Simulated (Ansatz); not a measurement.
# PtSe2 (Sudovikovite) (P-3m1) in Ansatz: notebook

The runs below take PtSe2 (Sudovikovite) through single point, equation of state, with LDA.

Program: Ansatz 0.2.0. These are calculated values, not measurements. Logs are shortened: lines on timing, memory, paths and dates and some standing lists are left out, and cuts for length are marked.

## (1) The crystal as given

Symmetry: P-3m1, No. 164, trigonal system. The conventional cell has a = 3.724 Å, b = 3.724 Å, c = 5.062 Å, α = 90.00°, β = 90.00°, γ = 120.00°. Pt (site symmetry -3m) has 6 Se at 2.49 Å as nearest neighbours. Se (site symmetry 3m) is surrounded by 3 Pt at 2.49 Å.

## (2) Single point, LDA, 19.05 Å³/atom (volume scaled by 0.94)

Contents of input.yaml:

```yaml
crystal:
  lattice:
    - [3.6479786689, 0.0, 0.0]
    - [-1.8239893344, 3.1592421997, 0.0]
    - [0.0, 0.0, 4.9586648823]
  atoms:
    - { symbol: Pt, position: [0.0, 0.0, 0.0] }
    - { symbol: Se, position: [0.6666666667, 0.3333333333, 0.75] }
    - { symbol: Se, position: [0.3333333333, 0.6666666667, 0.25] }
kpoints:
  mp_grid: { grid: [8, 8, 5] }
scf:
  occupations: { method: fermi_dirac, width: 0.05 }
hamiltonian:
  xc: lda
  pseudopotentials: { kind: all_electron, lapw: { basis_error: 0.002 } }
output:
  forces: true
  stress: true
  eigenvalues: true
```

Potentials or basis: all-electron LAPW, scalar-relativistic.

Run with:

```
$ ansatz run input.yaml --threads 2 --pin off --max-ram 6144MiB --backend cpu --events-out ev --progress --plain --runs-dir out
```

Log:

```text
Warning: RAYON_NUM_THREADS=2 ignored (pool sized by the plan → 2); use --threads N
LAPW: plane waves up to 8.998 Å⁻¹, error target 2.0e-3 eV per atom; small_component_spin mean_spin; Se in spheres of 1.173 Å, 24 of its electrons in bands, Dirac shells []; Pt in spheres of 1.270 Å, 42 of its electrons in bands, Dirac shells [] (how accurate: hamiltonian.pseudopotentials.lapw.basis_error, Limitations)
Engine: ansatz 0.2.0, x86_64-unknown-linux-gnu
Pseudopotentials: kind: all_electron
Pseudopotential: Pt, LAPW, valence charge 42, lapw/all_electron/scalar/gaussian/Pt, Koelling and Harmon's equation, gaussian nucleus
Pseudopotential: Se, LAPW, valence charge 24, lapw/all_electron/scalar/gaussian/Se, Koelling and Harmon's equation, gaussian nucleus
Functional definition: SPW92
  exchange = slater_x
  correlation = pw_c
Crystal: 3 atoms, lattice volume = 57.148 Å³
Basis set: ecut = 308.4495638686752 eV, 687 PW (Γ), exchange–correlation at level 2
Bands: 54, of which v1, the nominal top of the filled ones, is band 45 counted from 1 (44 counted from 0)
Symmetry: 12 space group operations
Space group: P-3m1 (ITA 164), of the structure as read, at distance tolerance 3.9e-5 Å
k-points: 40 of 320
Non-local potential: Pt, projectors of the file, none
Non-local potential: Se, projectors of the file, none
Initial density: superposition of atomic densities (chi_scale 0.1, normalization cell, long waves kept (reshape's long-wave potential 0.02 eV rms))
Initial wavefunctions: plane waves of lowest kinetic energy (no species holds an atomic orbital)
Functional: x = slater, c = lda
iter 1 solved again at ethr=1.55e-3 eV; its pass at ethr=1.00e-1 eV (dr2=1.40e0 eV) is discarded
SCF iter   1: F=—  HF=-632761.354189 eV  |F-HF|=—  |Δ(HF+E_count)|=         —  Δρ=4.32e-2  dr2=1.40e0  ethr=1.55e-3  ⟨swp⟩=2.0  Hψ=13361  notcnv=0
preconditioner: auto → Resta (q_TF=auto, 2.943 Å⁻¹)  ε∞=4.2  [insulator: Δε(μ)=0.493 eV  Ē_g=12.965 eV  σ=0.050 eV  W_gap=0.97  n_scr=22 (ndim 8)  ℏωp=23.0 eV  f_vac=0.119  D(μ)=0.01/eV (n_scr^D=0)  ε∞_Penn≈4.2]
SCF iter   2: F=—  HF=-632760.997385 eV  |F-HF|=—  |Δ(HF+E_count)|=   3.57e-1  Δρ=2.65e-2  dr2=9.07e-1  ethr=1.55e-3  ⟨swp⟩=3.0  Hψ=6761  notcnv=0
preconditioner: auto → LDOS  [metal: Δε(μ)=0.060 eV  Ē_g=13.411 eV  σ=0.050 eV  W_gap=0.29  n_scr=22 (ndim 8)  ℏωp=23.0 eV  f_vac=0.131  D(μ)=0.90/eV (n_scr^D=2)  β→1.0]
iter 3 solved again at ethr=1.47e-5 eV; its pass at ethr=1.01e-3 eV (dr2=1.32e-2 eV) is discarded
SCF iter   3: F=—  HF=-632760.567132 eV  |F-HF|=—  |Δ(HF+E_count)|=   4.30e-1  Δρ=5.94e-3  dr2=1.32e-2  ethr=1.47e-5  ⟨swp⟩=2.0  Hψ=10960  notcnv=0
SCF iter   4: F=—  HF=-632760.564566 eV  |F-HF|=—  |Δ(HF+E_count)|=         —  Δρ=8.09e-4  dr2=6.26e-4  ethr=1.46e-5  ⟨swp⟩=2.0  Hψ=6292  notcnv=0
the basis was enlarged: its passes take 399.0 KiB over the memory plan, 2 of 2 planned eigensolver slots
SCF iter   5: F=—  HF=-632760.561340 eV  |F-HF|=—  |Δ(HF+E_count)|=   3.23e-3  Δρ=2.78e-4  dr2=2.75e-5  ethr=6.96e-7  ⟨swp⟩=2.0  Hψ=6294  notcnv=0
SCF iter   6: F=—  HF=-632760.561335 eV  |F-HF|=—  |Δ(HF+E_count)|=   4.99e-6  Δρ=1.13e-4  dr2=1.12e-5  ethr=3.06e-8  ⟨swp⟩=2.7  Hψ=6328  notcnv=0
SCF iter   7: F=—  HF=-632760.561329 eV  |F-HF|=—  |Δ(HF+E_count)|=   5.81e-6  Δρ=2.45e-5  dr2=3.93e-7  ethr=1.24e-8  ⟨swp⟩=2.1  Hψ=6295  notcnv=0
SCF iter   8: F=-632760.561329 eV  HF=-632760.561329 eV  |F-HF|=1.66e-8  |Δ(HF+E_count)|=   1.88e-7  Δρ=7.14e-6  dr2=1.71e-8  ethr=4.37e-10  ⟨swp⟩=2.0  Hψ=6292  notcnv=0
SCF 1 converged in 8 iterations: F = -632760.561329 eV  dr2 = 1.71e-8
SCF converged after 8 iterations
Free energy (F): -632760.561329 eV
Harris-Foulkes:  -632760.561329 eV  (|F-HF|=1.66e-8)
Internal energy: -632760.555327 eV  (E = F + TS)
E sigma→0 (E₀):  -632760.558328 eV
Entropy (-TS):   -0.006002 eV (-2.001 meV/atom)
Fermi energy:    16.292757 eV
--- Per-component energies (eV) ---
  E_band       = -6785.272654
  E_kinetic    = 703591.763967
  E_xc         = -14033.616048
  E_electrostatic = -1322318.703246  (all electrons and nuclei)
  E_smearing   = -0.006002  (= −TS)
  E_closure    = 0.000000  (closes the sum)
  E_atoms      = -632743.538348  (free atoms, spherical and without spin; not in F)
  Σ components = -632760.561329   (vs F -632760.561329, Δ=0.00e0)
  Basis errors (estimates in eV, not in F): energy 7.9e-4 per atom: plane waves 7.2e-4 (4.2e-4 summed), levels above the bands 4.0e-89, relativity 8.9e-9, radial functions 6.4e-5, core shells 1.5e-6; eigenvalues (radial functions only) 2.9e-6; not estimated: angular momenta, meshes, grids; target (lapw.basis_error) 2.0e-3; muffin-tin radii Se 1.173 Å, Pt 1.270 Å
--- Forces (eV/Å), atoms counted from 1 ---
  atom   1  Pt     0.00000000     0.00000000     0.00000000
  atom   2  Se    -0.00000000     0.00000000    -1.04783549
  atom   3  Se     0.00000000    -0.00000000     1.04783549
  max |Σ_I F_I| component: 1.16e-18 eV/Å
--- Stress (GPa, compression-positive) ---
       10.610557      -0.000000       0.000000
       -0.000000      10.610557       0.000000
        0.000000       0.000000       6.071270
  P = ⅓ Tr σ = 9.0975 GPa (90.975 kbar)
--- Band table (eV; the first three rows and the last of 40) ---
  k-point 0: bands = ["-288.0486", "-288.0486", "-287.9427", "-287.9427", "-287.9359", "-191.7309", "-191.7309", "-131.7746", "-131.7746", "-131.7746", "-131.7746", "-131.7542", "-131.7542", "-83.6588", "-52.2542", "-52.2446", "-52.2446", "-52.1983", "-52.1787", "-52.1787", "-52.1071", "-37.8370", "-37.8370", "-37.7448", "-32.5370", "-32.5370", "-32.5330", "-32.5330", "-32.5221", "-32.5221", "-32.5157", "-32.5157", "-32.5114", "-32.5110", "-0.0963", "3.1021", "8.4669", "9.2125", "9.2125", "11.8482", "11.8482", "13.4763", "15.1114", "15.1114", "16.6616", "17.8042", "17.8042", "19.6237", "20.7117", "23.4916", "23.4916", "28.2324", "28.7642", "28.7642"]
  k-point 1: bands = ["-288.0486", "-288.0486", "-287.9427", "-287.9427", "-287.9359", "-191.7309", "-191.7309", "-131.7746", "-131.7746", "-131.7746", "-131.7746", "-131.7542", "-131.7542", "-83.6588", "-52.2542", "-52.2446", "-52.2446", "-52.1983", "-52.1787", "-52.1787", "-52.1071", "-37.8370", "-37.8370", "-37.7448", "-32.5368", "-32.5368", "-32.5331", "-32.5331", "-32.5217", "-32.5217", "-32.5162", "-32.5162", "-32.5115", "-32.5109", "0.0611", "2.6921", "9.0547", "9.2311", "9.2311", "11.8348", "11.8348", "13.4235", "14.9309", "14.9309", "15.8144", "18.1279", "18.1279", "19.9343", "21.5921", "23.3784", "23.3784", "26.9516", "27.2274", "27.2274"]
  k-point 2: bands = ["-288.0486", "-288.0486", "-287.9427", "-287.9427", "-287.9359", "-191.7309", "-191.7309", "-131.7746", "-131.7746", "-131.7746", "-131.7746", "-131.7542", "-131.7542", "-83.6588", "-52.2542", "-52.2446", "-52.2446", "-52.1983", "-52.1787", "-52.1787", "-52.1071", "-37.8370", "-37.8370", "-37.7449", "-32.5364", "-32.5364", "-32.5332", "-32.5332", "-32.5209", "-32.5209", "-32.5172", "-32.5172", "-32.5116", "-32.5108", "0.4262", "1.9878", "9.2617", "9.2617", "10.1596", "11.8151", "11.8151", "13.1346", "14.6794", "14.6794", "14.7111", "18.6694", "18.6694", "20.7346", "22.6993", "23.0668", "23.0668", "25.3370", "26.1990", "26.3109"]
  k-point 39: bands = ["-288.0486", "-288.0486", "-287.9427", "-287.9427", "-287.9359", "-191.7309", "-191.7309", "-131.7746", "-131.7746", "-131.7746", "-131.7746", "-131.7542", "-131.7542", "-83.6585", "-52.2542", "-52.2446", "-52.2445", "-52.1983", "-52.1787", "-52.1787", "-52.1071", "-37.8482", "-37.8448", "-37.7440", "-32.5361", "-32.5356", "-32.5346", "-32.5335", "-32.5209", "-32.5189", "-32.5185", "-32.5180", "-32.5106", "-32.5106", "2.0889", "2.2519", "8.7523", "9.2913", "9.9414", "11.0202", "11.4328", "12.1248", "12.2925", "13.4805", "13.7695", "17.8115", "18.3920", "22.2749", "23.1105", "24.0264", "24.4252", "25.8242", "26.6167", "27.2525"]
```

Run time: 15 s. Hardware: 2 threads of Intel Xeon Platinum 8375C at 2.90GHz (Ice Lake), shared host; peak memory 0.54 GiB.

Results:

| Property | Result |
| --- | --- |
| Free energy | -632760.5613 eV |
| Pressure | 9.1 GPa |
| Largest force | 1.048 eV/Å |
| Band gap on the k mesh | none (metal or under the smearing width) |

Caveat: forces of over 1 eV/Å show positions far from the minimum, so gaps and moduli don't describe the material at rest.

## (3) Single point, LDA, 19.45 Å³/atom (volume scaled by 0.96)

input.yaml: that of step 2 with these lines changed.

```diff
@@ -2,5 +2,5 @@
   lattice:
-    - [3.6479786689, 0.0, 0.0]
-    - [-1.8239893344, 3.1592421997, 0.0]
-    - [0.0, 0.0, 4.9586648823]
+    - [3.6736695059, 0.0, 0.0]
+    - [-1.836834753, 3.1814911172, 0.0]
+    - [0.0, 0.0, 4.9935862081]
   atoms:
```

Potentials or basis: all-electron LAPW, scalar-relativistic.

Run with:

```
$ ansatz run input.yaml --threads 2 --pin off --max-ram 6144MiB --backend cpu --events-out ev --progress --plain --runs-dir out
```

It took 14 s on 2 threads of Intel Xeon Platinum 8375C at 2.90GHz (Ice Lake), shared host; peak memory 0.53 GiB.

Results (log left out):

```
Free energy            : -632760.6166 eV
Pressure               : 5.5 GPa
Largest force          : 0.739 eV/Å
Band gap on the k mesh : none (metal or under the smearing width)
```

## (4) Single point, LDA, 19.86 Å³/atom (volume scaled by 0.98)

input.yaml: that of step 3 with these lines changed.

```diff
@@ -2,5 +2,5 @@
   lattice:
-    - [3.6736695059, 0.0, 0.0]
-    - [-1.836834753, 3.1814911172, 0.0]
-    - [0.0, 0.0, 4.9935862081]
+    - [3.6990059583, 0.0, 0.0]
+    - [-1.8495029792, 3.2034331287, 0.0]
+    - [0.0, 0.0, 5.028025822]
   atoms:
```

Run with:

```
$ ansatz run input.yaml --threads 2 --pin off --max-ram 6144MiB --backend cpu --events-out ev --progress --plain --runs-dir out
```

Wall time 14 s (2 threads of Intel Xeon Platinum 8375C at 2.90GHz (Ice Lake), shared host); peak memory 0.53 GiB.

Results (log left out):

```yaml
Free_energy: -632760.6463 eV
Pressure: 2.4 GPa
Largest_force: 0.455 eV/Å
Band_gap_on_the_k_mesh: none (metal or under the smearing width)
```

## (5) Single point, LDA, 20.27 Å³/atom

input.yaml: that of step 4 with these lines changed.

```diff
@@ -2,5 +2,5 @@
   lattice:
-    - [3.6990059583, 0.0, 0.0]
-    - [-1.8495029792, 3.2034331287, 0.0]
-    - [0.0, 0.0, 5.028025822]
+    - [3.724, 0.0, 0.0]
+    - [-1.862, 3.2250786037, 0.0]
+    - [0.0, 0.0, 5.062]
   atoms:
```

Run with:

```
$ ansatz run input.yaml --threads 2 --pin off --max-ram 6144MiB --backend cpu --events-out ev --progress --plain --runs-dir out
```

It took 14 s on 2 threads of Intel Xeon Platinum 8375C at 2.90GHz (Ice Lake), shared host; peak memory 0.53 GiB.

Results (log left out):

- Free energy: -632760.6533 eV
- Pressure: -0.4 GPa
- Largest force: 0.196 eV/Å
- Band gap on the k mesh: none (metal or under the smearing width)

## (6) Single point, LDA, 20.67 Å³/atom (volume scaled by 1.02)

input.yaml: that of step 5 with these lines changed.

```diff
@@ -2,5 +2,5 @@
   lattice:
-    - [3.724, 0.0, 0.0]
-    - [-1.862, 3.2250786037, 0.0]
-    - [0.0, 0.0, 5.062]
+    - [3.7486629704, 0.0, 0.0]
+    - [-1.8743314852, 3.2464373626, 0.0]
+    - [0.0, 0.0, 5.0955241558]
   atoms:
```

Potentials or basis: all-electron LAPW, scalar-relativistic.

Run with:

```
$ ansatz run input.yaml --threads 2 --pin off --max-ram 6144MiB --backend cpu --events-out ev --progress --plain --runs-dir out
```

Run time: 14 s. Hardware: 2 threads of Intel Xeon Platinum 8375C at 2.90GHz (Ice Lake), shared host; peak memory 0.52 GiB.

The run converged. Its results:

```yaml
Free_energy: -632760.6401 eV
Pressure: -3.0 GPa
Largest_force: 0.042 eV/Å
Band_gap_on_the_k_mesh: none (metal or under the smearing width)
```

## (7) Single point, LDA, 21.08 Å³/atom (volume scaled by 1.04)

input.yaml: that of step 6 with these lines changed.

```diff
@@ -2,5 +2,5 @@
   lattice:
-    - [3.7486629704, 0.0, 0.0]
-    - [-1.8743314852, 3.2464373626, 0.0]
-    - [0.0, 0.0, 5.0955241558]
+    - [3.7730056198, 0.0, 0.0]
+    - [-1.8865028099, 3.2675187154, 0.0]
+    - [0.0, 0.0, 5.1286129021]
   atoms:
```

Run with:

```
$ ansatz run input.yaml --threads 2 --pin off --max-ram 6144MiB --backend cpu --events-out ev --progress --plain --runs-dir out
```

It took 14 s on 2 threads of Intel Xeon Platinum 8375C at 2.90GHz (Ice Lake), shared host; peak memory 0.52 GiB.

The run converged. Its results:

```yaml
Free_energy: -632760.6090 eV
Pressure: -5.2 GPa
Largest_force: 0.260 eV/Å
Band_gap_on_the_k_mesh: none (metal or under the smearing width)
```

## (8) Single point, LDA, 21.48 Å³/atom (volume scaled by 1.06)

input.yaml: that of step 7 with these lines changed.

```diff
@@ -2,5 +2,5 @@
   lattice:
-    - [3.7730056198, 0.0, 0.0]
-    - [-1.8865028099, 3.2675187154, 0.0]
-    - [0.0, 0.0, 5.1286129021]
+    - [3.7970381507, 0.0, 0.0]
+    - [-1.8985190754, 3.2883314977, 0.0]
+    - [0.0, 0.0, 5.1612801071]
   atoms:
```

Run with:

```
$ ansatz run input.yaml --threads 2 --pin off --max-ram 6144MiB --backend cpu --events-out ev --progress --plain --runs-dir out
```

Wall time 14 s (2 threads of Intel Xeon Platinum 8375C at 2.90GHz (Ice Lake), shared host); peak memory 0.52 GiB.

The run converged. Its results:

- Free energy: -632760.5619 eV
- Pressure: -7.2 GPa
- Largest force: 0.460 eV/Å
- Band gap on the k mesh: none (metal or under the smearing width)

## (9) Equation of state, LDA

Potentials or basis: all-electron LAPW, scalar-relativistic.

No new run: the results of the series are fitted here.

Results:

```
Equilibrium volume                        : 20.20 Å³/atom
Bulk modulus at fixed shape and positions : 135 GPa
Pressure derivative of the bulk modulus   : 4.9
```

Energy against volume, from the lowest point:
| volume (Å³/atom) | energy (meV/atom) |
| --- | --- |
| 19.049 | 30.64 |
| 19.455 | 12.22 |
| 19.860 | 2.33 |
| 20.265 | 0.00 |
| 20.671 | 4.39 |
| 21.076 | 14.77 |
| 21.481 | 30.45 |

Caveat: the cell was scaled at fixed shape and fractional positions, which overstates the stiffness of a crystal with free parameters, most of all of layers and chains.
